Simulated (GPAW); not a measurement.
Wanted: an ASE script for a GPAW 26.7.0 run.

| Quantity | Value |
| --- | --- |
| Task | band structure |
| Functional | rSCAN |
| Potentials or basis | GPAW PAW data sets (gpaw-data 1.2.1) |
| Cutoff | 800 eV |
| Basis | pw |
| k mesh | 8 × 8 × 8 |
| Occupations | fermi-dirac, width 0.05 eV |
| Spin | spin-orbit coupling, no magnetisation |
| Maxiter | 150 |
| Band path | GXWKGLUWLK,UX |
| Band points | 60 |
| spin axis theta (degrees) | 0 |
| spin axis phi (degrees) | 0 |
| Soc after scf | second variation without the xc potential |

The structure of HfC lies in HfC.xyz:

```xyz
2
Lattice="0.0000000000 2.3250000000 2.3250000000 2.3250000000 0.0000000000 2.3250000000 2.3250000000 2.3250000000 0.0000000000" Properties=species:S:1:pos:R:3 pbc="T T T"
Hf     2.3250000000      2.3250000000      2.3250000000
C      0.0000000000      0.0000000000      0.0000000000
```

These files were run (other wordings do the same):

run.py

```python
import numpy as np
from ase.dft.bandgap import bandgap
from ase.io import read, write
from ase.units import GPa
from gpaw import GPAW, PW
from gpaw.spinorbit import soc_eigenstates

atoms = read('HfC.xyz')

calc = GPAW(mode=PW(800),
            xc='MGGA_X_RSCAN+MGGA_C_RSCAN',
            kpts={'size': (8, 8, 8), 'gamma': True},
            occupations={'name': 'fermi-dirac', 'width': 0.05},
            nbands=18,
            convergence={'density': 1e-05, 'energy': 1e-05},
            maxiter=150,
            txt='gpaw.txt')
atoms.calc = calc
energy = atoms.get_potential_energy()
forces = atoms.get_forces()
stress = atoms.get_stress()
calc.write('gs.gpw')
write('result.traj', atoms)
print(f'Energy: {energy:.6f} eV')
print('Forces (eV/A):')
print(forces.round(4))
print('Stress (GPa):', (stress / GPa).round(3))
print('Fermi level:', round(calc.get_fermi_level(), 4), 'eV')
print(f'Gap: {bandgap(calc)[0]:.4f} eV, direct: {bandgap(calc, direct=True)[0]:.4f} eV')

path = atoms.cell.bandpath('GXWKGLUWLK,UX', npoints=60, eps=1e-4)
bs_calc = calc.fixed_density(kpts=path, symmetry='off', nbands=27,
                             convergence={'bands': 'CBM+6.0', 'eigenstates': 1e-6}, txt='bands.txt')
bs = bs_calc.band_structure()
bs.write('bs.json')
print(f'Gap on the path: {bandgap(bs_calc)[0]:.4f} eV')

soc = soc_eigenstates(bs_calc, theta=0, phi=0, ignore_xc_potential=True)
np.savetxt('soc_bands.dat', soc.eigenvalues(), fmt='%.4f')
mesh = soc_eigenstates('gs.gpw', theta=0, phi=0, ignore_xc_potential=True)
np.savetxt('soc_mesh.dat', mesh.eigenvalues(), fmt='%.4f')
print('Fermi level with spin-orbit coupling:', round(mesh.fermi_level, 4), 'eV')
```

Potentials or basis: GPAW PAW data sets (gpaw-data 1.2.1), pw.

Launch:

```bash
$ OMP_NUM_THREADS=1 python run.py
```

Results of the run:

- Pressure: -1.7 GPa
- Band gap along the path: none (metal or under the smearing width)

Caveat: spin-orbit coupling was added after a scalar SCF, so levels and gaps hold it while energy, forces, pressure and moments don't; this program's spin-orbit splittings come out too wide for heavy elements; the PAW data sets were made with another functional, which shifts forces and pressure a little.

Wall time 37 s on 1 thread of AMD EPYC 9R45 96-Core Processor (Zen 5) (shared host), peak memory 0.39 GiB.
